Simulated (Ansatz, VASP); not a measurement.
Two plane-wave programs on C

```
C
1.0
     1.23195   -2.11386    0.00000
     1.23195    2.11386    0.00000
     0.00000    0.00000    6.15187
C
4
Cartesian
  1.2320 1.7641 4.6140
  1.2320 -0.3497 1.5379
  1.2320 -1.7641 1.5379
  1.2320 0.3497 4.6140
```

Alike in both runs: functional LDA; k mesh 3 × 3 × 1; occupations gaussian, width 0.1 eV; no spin polarisation.

Ansatz relaxed the structure, and its values are those at the end. VASP's run is a single point on that final structure, the one shown.

```csv
,VASP,Ansatz
version,VASP 6.6.1,Ansatz 0.2.0
potentials or method,"VASP PAW LDA potentials, release 64 (C)","scalar-relativistic, plane waves, PAW"
plane-wave cutoff (eV),520,420
valence electrons in the cell,16,16
```

|  | VASP | Ansatz | Ansatz less VASP |
| --- | --- | --- | --- |
| gap on the k mesh at the Fermi level (eV) | 0.77 | 0.77 | 0.000 |
| least direct gap on the mesh (eV) | 0.77 | 0.77 | 0.000 |
| pressure (GPa) | 1.0 | 0.0 | -0.99 |

Caveats: the k mesh is coarse (spacing up to 1.02 Å⁻¹), so the values aren't converged; an odd mesh through Γ misses points on the zone boundary, where band edges often lie.
